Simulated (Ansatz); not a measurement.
# Gd in Ansatz: the effect of functional

Crystal: Gd.

```xyz
1
Lattice="-2.0250 2.0250 2.0250 2.0250 -2.0250 2.0250 2.0250 2.0250 -2.0250" Properties=species:S:1:pos:R:3 pbc="T T T"
Gd    0.0000    0.0000    0.0000
```

This isn't the form of Gd at room conditions, which is hcp.

Alike in all runs:

- Program: Ansatz 0.2.0
- Task: band structure
- Potentials or basis: Ansatz PAW
- k mesh: 7 × 7 × 7
- Occupations: fermi-dirac, width 0.05 eV
- Spin: collinear spin, ferromagnetic start
- Starting moments: [7.0] μB

**Question.** One run gave: pressure 0.7 GPa; moment 7.89 μB. Which functional did it use?
A. r2SCAN
B. PBEsol
C. BLYP
D. LDA

**Answer.** A.

```csv
functional,cutoff,pressure (GPa),moment (μB)
PBEsol,420 eV,-2.4,7.62
BLYP,420 eV,1.1,7.47
r2SCAN,500 eV,0.7,7.89
LDA,420 eV,-4.3,7.53
```

Caveats: the PAW data sets come from PBE, with cores solved anew for the run's functional, which leaves a small shift of forces and pressure; the potentials were made for another functional, which shifts forces and pressure (some runs); the magnetic or orbital state may not be the lowest (some runs).

Not every run made on this cell is shown here.
